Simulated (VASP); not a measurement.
# CdO (Monteponite) (Fm-3m) in VASP: notebook, part 2 of 2

VASP 6.6.1. Earlier steps stand in the parts before.

## (4) Relaxation of cell and atoms, PBE

This run uses another cell than the first one, of 13.66 Å³/atom, 1.038 times its volume.

INCAR reads:

```
SYSTEM = CdO
PREC = Accurate
ENCUT = 600
EDIFF = 1E-7
ISMEAR = 0
SIGMA = 0.03
LREAL = .FALSE.
LASPH = .TRUE.
NELM = 80
ALGO = Normal
ISIF = 3
LWAVE = .FALSE.
LCHARG = .FALSE.
GGA = PE
IBRION = 2
NSW = 90
EDIFFG = -0.005
```

KPOINTS reads:

```
regular mesh
0
G
  12 12 12
  0 0 0
```

POSCAR reads:

```
CdO                                     
1.0
   -0.0000000000      2.3903465407      2.3903465407
    2.3903465407      0.0000000000      2.3903465407
    2.3903465407      2.3903465407      0.0000000000
  Cd              O             
     1     1
Direct
     0.0000000000000000    0.0000000000000000    0.0000000000000000
     0.5000000000000000    0.5000000000000000    0.5000000000000000
```

Potentials or basis: VASP PAW PBE potentials, release 64 (Cd, O).

Run with:

```console
cat potpaw_PBE.64/Cd/POTCAR potpaw_PBE.64/O/POTCAR > POTCAR
mpirun -np 1 vasp_std > vasp.out
```

OUTCAR:

```text
SYSTEM = CdO
   PREC = Accurate
   ENCUT = 600
   EDIFF = 1E-7
   ISMEAR = 0
   LREAL = .FALSE.
   LASPH = .TRUE.
   NELM = 80
   ISIF = 3
   GGA = PE
   IBRION = 2
   NSW = 90
   EDIFFG = -0.005

 ion  position               nearest neighbor table
   1  0.000  0.000  0.000-   2 2.39   2 2.39   2 2.39   2 2.39   2 2.39   2 2.39
   2  0.500  0.500  0.500-   1 2.39   1 2.39   1 2.39   1 2.39   1 2.39   1 2.39

  LATTYP: Found a face centered cubic cell.
 ALAT       =     4.7806930814

  Lattice vectors:

 A1 = (   0.0000000000,   2.3903465407,   2.3903465407)
 A2 = (   2.3903465407,   0.0000000000,   2.3903465407)
 A3 = (   2.3903465407,   2.3903465407,   0.0000000000)

Analysis of symmetry for initial positions (statically):
=====================================================================
 Subroutine PRICEL returns:
 Original cell was already a primitive cell.

 Routine SETGRP: Setting up the symmetry group for a
 face centered cubic supercell.

 Subroutine GETGRP returns: Found 48 space group operations
 (whereof 48 operations were pure point group operations)
 out of a pool of 48 trial point group operations.

The static configuration has the point symmetry O_h .

Analysis of symmetry for dynamics (positions and initial velocities):
=====================================================================
 Subroutine PRICEL returns:
 Original cell was already a primitive cell.

 Routine SETGRP: Setting up the symmetry group for a
 face centered cubic supercell.

 Subroutine GETGRP returns: Found 48 space group operations
 (whereof 48 operations were pure point group operations)
 out of a pool of 48 trial point group operations.

The dynamic configuration has the point symmetry O_h .

 Subroutine INISYM returns: Found 48 space group operations
 (whereof 48 operations are pure point group operations),
 and found     1 'primitive' translations

----------------------------------------------------------------------------------------

                                     Primitive cell

  volume of cell :      27.3157

  direct lattice vectors                    reciprocal lattice vectors
     0.000000000  2.390346541  2.390346541    -0.209174691  0.209174691  0.209174691
     2.390346541  0.000000000  2.390346541     0.209174691 -0.209174691  0.209174691
     2.390346541  2.390346541  0.000000000     0.209174691  0.209174691 -0.209174691

  length of vectors
     3.380460497  3.380460497  3.380460497     0.362301193  0.362301193  0.362301193

  position of ions in fractional coordinates (direct lattice)
     0.000000000  0.000000000  0.000000000
     0.500000000  0.500000000  0.500000000

  ion indices of the primitive-cell ions
   primitive index   ion index
                 1           1
                 2           2

----------------------------------------------------------------------------------------

 KPOINTS: regular mesh

Automatic generation of k-mesh.
 Grid dimensions read from file:
 generate k-points for:   12   12   12

 Generating k-lattice:

[... 43 lines left out ...]
   k-points           NKPTS =     72   k-points in BZ     NKDIM =     72   number of bands    NBANDS=     13
   number of dos      NEDOS =    301   number of ions     NIONS =      2
   total plane-waves  NPLWV =  21952
   dimension x,y,z NGX =    28 NGY =   28 NGZ =   28
   dimension x,y,z NGXF=    56 NGYF=   56 NGZF=   56
   ions per type =               1   1
   NGX,Y,Z   is equivalent  to a cutoff of  13.77, 13.77, 13.77 a.u.
   NGXF,Y,Z  is equivalent  to a cutoff of  27.54, 27.54, 27.54 a.u.
 SYSTEM =  CdO
   PREC   = accura    normal or accurate (medium, high low for compatibility)
   ISTART =      0    job   : 0-new  1-cont  2-samecut
   ICHARG =      2    charge: 1-file 2-atom 10-const
   ISPIN  =      1    spin polarized calculation?
   LNONCOLLINEAR =      F non collinear calculations
   LSORBIT =      F    spin-orbit coupling
   LASPH  =      T    aspherical Exc in radial PAW
   ENCUT  =  600.0 eV  44.10 Ry    6.64 a.u.   6.75  6.75  6.75*2*pi/ulx,y,z
   NELM   =     80;   NELMIN=  2; NELMDL= -5     # of ELM steps
   EDIFF  = 0.1E-06   stopping-criterion for ELM
   LREAL  =      F    real-space projection
   EDIFFG = -.5E-02   stopping-criterion for IOM
   NSW    =     90    number of steps for IOM
   IBRION =      2    ionic relax: 0-MD 1-quasi-New 2-CG
   NFREE  =      1    steps in history (QN), initial steepest desc. (CG)
   ISIF   =      3    stress and relaxation
   ISYM   =      2    0-nonsym 1-usesym 2-fastsym
   POTIM  = 0.5000    time-step for ionic-motion
   TEBEG  =    0.0;   TEEND  =   0.0 temperature during run
   PSTRESS=    0.0 pullay stress
   NELECT =      18.0000    total number of electrons
   NUPDOWN=      -1.0000    fix difference up-down
   EMIN   =  10.00;   EMAX   =-10.00  energy-range for DOS
   EFERMI =   0.00;   METHOD = LEGACY
   ISMEAR =     0;   SIGMA  =   0.03  broadening in eV -4-tet -1-fermi 0-gaus
   EFERMI_NEDOS =   21; number of points for ismear=-14 and -15
   IALGO  =     38    algorithm
   IMIX   =      4    mixing-type and parameters
     AMIX     =   0.40;   BMIX     =  1.00
     AMIX_MAG =   1.60;   BMIX_MAG =  1.00
  volume/ion in A,a.u.               =      13.66        92.17
  Fermi-wavevector in a.u.,A,eV,Ry     =   1.424606  2.692115 27.613058  2.029503
  Thomas-Fermi vector in A             =   2.545079
   LORBIT       =      0    0 simple, 1 ext, 2 COOP (PROOUT), +10 PAW based schemes
   GGA     = PE    functional components
   LHFCALC =     F    Hartree Fock is set to
   AEXX    =    0.0000 exact exchange contribution
   IVDW    =     0    specifies the selected vdW correction
   LEPSILON=     F    determine dielectric tensor
   LRPA    =     F    only Hartree local field effects (RPA)
 conjugate gradient relaxation of ions
 non-spin polarized calculation
 Gauss-broadening in eV      SIGMA  =   0.03
  energy-cutoff  :      600.00
  volume of cell :       27.32
 maximum number of plane-waves:       941
   NGX = 13   NGY = 13   NGZ = 13

 number of electron      17.9999994 magnetization

 Free energy of the ion-electron system (eV)
  ---------------------------------------------------
  ext. energy  EPLUGINS =         0.00000000
  ---------------------------------------------------
  free energy    TOTEN  =        -7.73052710 eV

  energy without entropy =       -7.73047995  energy(sigma->0) =       -7.73050352

 E-fermi :   1.5909     XC(G=0): -11.4092

 val. band max:        1.5640504183   @ k =   0.5000   0.0000   0.0000
 cond. band min:       1.8832906031   @ k =   0.0833   0.0000   0.0000
 fundamental gap:      0.3192401848
 Fermi energy:         1.5908519939

 k-point     1 :       0.0000    0.0000    0.0000
  band No.  band energies     occupation
      1     -15.4365      2.00000
      2      -5.0581      2.00000
      3      -5.0581      2.00000
      4      -5.0581      2.00000
      5      -4.7843      2.00000
      6      -4.7843      2.00000
      7       0.4222      2.00000
      8       0.4222      2.00000
      9       0.4222      2.00000
     10       1.0408      2.00000
     11      16.4716      0.00000
     12      18.2408      0.00000
     13      18.2408      0.00000
[... 354 lines left out ...]
  band No.  band energies     occupation
      1     -14.7526      2.00000
      2      -5.6351      2.00000
      3      -5.4255      2.00000
      4      -5.3380      2.00000
      5      -4.5926      2.00000
      6      -4.5700      2.00000
      7      -1.9900      2.00000
      8       0.4571      2.00000
      9       1.3367      2.00000
     10       7.1470      0.00000
     11       8.2167      0.00000
     12      11.6700      0.00000
     13      13.5868      0.00000

 [... further k-points ...]

------------------------ aborting loop because EDIFF is reached ----------------------------------------

  FORCE on cell =-STRESS in cart. coord.  units (eV):
  Direction    XX          YY          ZZ          XY          YZ          ZX
  --------------------------------------------------------------------------------------
  -------------------------------------------------------------------------------------
  Total       -0.0088517     -0.0088517     -0.0088517      0.0000000     -0.0000000      0.0000000
  in kB       -0.5191889     -0.5191889     -0.5191889      0.0000000     -0.0000000      0.0000000
  external PRESSURE =      -0.5191889 kB  Pullay stress =       0.0000000 kB

 VOLUME and BASIS-vectors are now :
 -----------------------------------------------------------------------------
  energy-cutoff  :      600.00
  volume of cell :       27.32
      direct lattice vectors                 reciprocal lattice vectors
     0.000000000  2.390346541  2.390346541    -0.209174691  0.209174691  0.209174691
     2.390346541  0.000000000  2.390346541     0.209174691 -0.209174691  0.209174691
     2.390346541  2.390346541  0.000000000     0.209174691  0.209174691 -0.209174691

 POSITION                                       TOTAL-FORCE (eV/Angst)
 -----------------------------------------------------------------------------------
      0.00000      0.00000      0.00000         0.000000      0.000000      0.000000
      2.39035      2.39035      2.39035        -0.000000     -0.000000     -0.000000
 -----------------------------------------------------------------------------------
    total drift:                                0.000000      0.000000      0.000000

  FREE ENERGIE OF THE ION-ELECTRON SYSTEM (eV)
  ---------------------------------------------------
  free  energy   TOTEN  =        -7.7305270961 eV

  energy  without entropy=       -7.7304799517  energy(sigma->0) =       -7.73050352

 reached required accuracy - stopping structural energy minimisation
```

It took 13 s on 1 thread of Intel Xeon 6975P-C (Granite Rapids), shared host; peak memory 0.17 GiB.

Results:

```yaml
Free_energy: -7.7305 eV
Pressure_after_relaxing: -0.1 GPa
Band_gap_on_the_k_mesh: none (metal or under the smearing width)
```

Final structure:
```yaml
crystal:
  lattice:
    - [0.00000, 2.39035, 2.39035]
    - [2.39035, 0.00000, 2.39035]
    - [2.39035, 2.39035, 0.00000]
  atoms:
    - { symbol: Cd, position: [0.00000, 0.00000, 0.00000] }
    - { symbol: O, position: [0.50000, 0.50000, 0.50000] }
```

Caveat: the relaxation stopped at its first step, so nothing moved; this crystal is a semiconductor, whose small gap the functional closes, so the metal is an error of the method.

## (5) Relaxation of cell and atoms, LDA

This run uses another cell than the first one, of 12.97 Å³/atom, 0.985 times its volume.

INCAR reads:

```
PREC = Accurate
ENCUT = 600
EDIFF = 1E-6
ISMEAR = 0
SIGMA = 0.03
LREAL = F
LASPH = T
NELM = 80
ALGO = Normal
ISIF = 3
LWAVE = F
LCHARG = F
IBRION = 2
NSW = 90
EDIFFG = -0.01
```

KPOINTS reads:

```
regular mesh
0
Gamma
  12 12 12
```

POSCAR reads:

```
CdO
1.0
    0.0000000000      2.3495000000      2.3495000000
    2.3495000000      0.0000000000      2.3495000000
    2.3495000000      2.3495000000      0.0000000000
Cd O
1 1
Direct
    0.0000000000      0.0000000000      0.0000000000
    0.5000000000      0.5000000000      0.5000000000
```

Potentials or basis: VASP PAW LDA potentials, release 64 (Cd, O).

Run with:

```console
cat potpaw_LDA.64/Cd/POTCAR potpaw_LDA.64/O/POTCAR > POTCAR
mpirun -np 1 vasp_std > vasp.out
```

Run time: 32 s. Hardware: 1 thread of Intel Xeon Platinum 8559C (Emerald Rapids), shared host; peak memory 0.17 GiB.

Results (log left out):

| Item | Value |
| --- | --- |
| Free energy | -9.3439 eV |
| Relaxed volume | 12.59 Å³/atom |
| Relaxed cell | a = 3.290 Å, b = 3.290 Å, c = 3.290 Å, α = 60.00°, β = 60.00°, γ = 60.00° |
| Space group after relaxing (to 0.05 Å) | Fm-3m (No. 225) |
| Energy gained by relaxing | 5.7 meV/atom |
| Ionic steps | 3 |
| Pressure after relaxing | 0.0 GPa |
| Band gap on the k mesh | none (metal or under the smearing width) |

Step by step:
| step | energy change (eV) | largest force (eV/Å) | pressure (GPa) | volume (Å³) |
| --- | --- | --- | --- | --- |
| 1 | 0.0000 | 0.0000 | -4.57 | 25.94 |
| 2 | -0.0039 | 0.0000 | 4.06 | 24.57 |
| 3 | -0.0113 | 0.0000 | -0.04 | 25.17 |

Final structure:
```xyz
2
Lattice="0.0000 2.3261 2.3261 2.3261 0.0000 2.3261 2.3261 2.3261 0.0000" Properties=species:S:1:pos:R:3 pbc="T T T"
Cd    0.0000    0.0000    0.0000
O     2.3261    2.3261    2.3261
```

Levels at points of the mesh, in eV from the Fermi level:
```csv
k point,band 7,band 8,band 9,band 10,band 11,band 12
"(0.00, 0.00, 0.00)",-1.52,-1.52,-1.52,-0.48,14.81,17.05
"(0.50, 0.00, 0.00)",-3.95,-0.03,-0.03,4.27,7.34,11.81
"(0.50, 0.50, 0.00)",-4.69,-2.55,-2.55,3.75,8.49,11.18
```

Caveat: this crystal is a semiconductor, whose small gap the functional closes, so the metal is an error of the method.

## (6) Relaxation of cell and atoms, LDA

This run uses another cell than the first one, of 12.59 Å³/atom, 0.956 times its volume.

INCAR, as its differences from that of step 5:

```diff
@@ -2,3 +2,3 @@
 ENCUT = 600
-EDIFF = 1E-6
+EDIFF = 1E-7
 ISMEAR = 0
@@ -14,2 +14,2 @@
 NSW = 90
-EDIFFG = -0.01
+EDIFFG = -0.005
```

KPOINTS is that of step 5.

POSCAR reads:

```
CdO                                     
1.0
    0.0000000000      2.3260827744      2.3260827744
    2.3260827744      0.0000000000      2.3260827744
    2.3260827744      2.3260827744     -0.0000000000
  Cd              O             
     1     1
Direct
     0.0000000000000000    0.0000000000000000    0.0000000000000000
     0.5000000000000000    0.5000000000000000    0.5000000000000000
```

Potentials or basis: VASP PAW LDA potentials, release 64 (Cd, O).

Run with:

```console
cat potpaw_LDA.64/Cd/POTCAR potpaw_LDA.64/O/POTCAR > POTCAR
mpirun -np 1 vasp_std > vasp.out
```

Run time: 15 s. Hardware: 1 thread of Intel Xeon Platinum 8559C (Emerald Rapids), shared host; peak memory 0.15 GiB.

The run converged. Its results:

```yaml
Free_energy: -9.3422 eV
Pressure_after_relaxing: 0.0 GPa
Band_gap_on_the_k_mesh: none (metal or under the smearing width)
```

Final structure:
```cif
data_structure
_symmetry_space_group_name_H-M 'P 1'
_symmetry_Int_Tables_number 1
_cell_length_a 3.2896
_cell_length_b 3.2896
_cell_length_c 3.2896
_cell_angle_alpha 60.000
_cell_angle_beta 60.000
_cell_angle_gamma 60.000
_cell_volume 25.17
loop_
_atom_site_label
_atom_site_type_symbol
_atom_site_fract_x
_atom_site_fract_y
_atom_site_fract_z
_atom_site_occupancy
Cd1 Cd 0.00000 0.00000 0.00000 1
O1 O 0.50000 0.50000 0.50000 1
```

Levels at points of the mesh, in eV from the Fermi level:
```
           k point  band 6  band 7  band 8  band 9  band 10  band 11  band 12  band 13
(0.00, 0.00, 0.00)   -6.45   -1.52   -1.52   -1.52    -0.48    14.81    17.05    17.05
(0.50, 0.00, 0.00)   -6.16   -3.95   -0.03   -0.03     4.27     7.34    11.81    11.81
(0.50, 0.50, 0.00)   -5.62   -4.69   -2.55   -2.55     3.75     8.49    11.18    13.34
```

Caveat: the relaxation stopped at its first step, so nothing moved; this crystal is a semiconductor, whose small gap the functional closes, so the metal is an error of the method.

## (7) Overview

| level | potentials or basis | gap on the mesh (eV) | pressure (GPa) |
| --- | --- | --- | --- |
| r2SCAN | VASP PAW PBE potentials, release 64 (Cd, O) | 0.04 | 0.0 |
| PBE | VASP PAW PBE potentials, release 64 (Cd, O) | none | -0.1 |
| LDA | VASP PAW LDA potentials, release 64 (Cd, O) | none | 0.0 |

Alike in all rows: task relaxation of cell and atoms; no spin polarisation; cell relaxed; k mesh 12 × 12 × 12; cutoff (eV) 600; smearing gaussian 0.03 eV.

Caveats: the relaxation stopped at its first step, so nothing moved; this crystal is a semiconductor, whose small gap the functional closes, so the metal is an error of the method (some runs); the PAW data sets were made with another functional, which shifts forces and pressure a little (some runs).

Absolute energies hang on the potentials; compare differences alone.
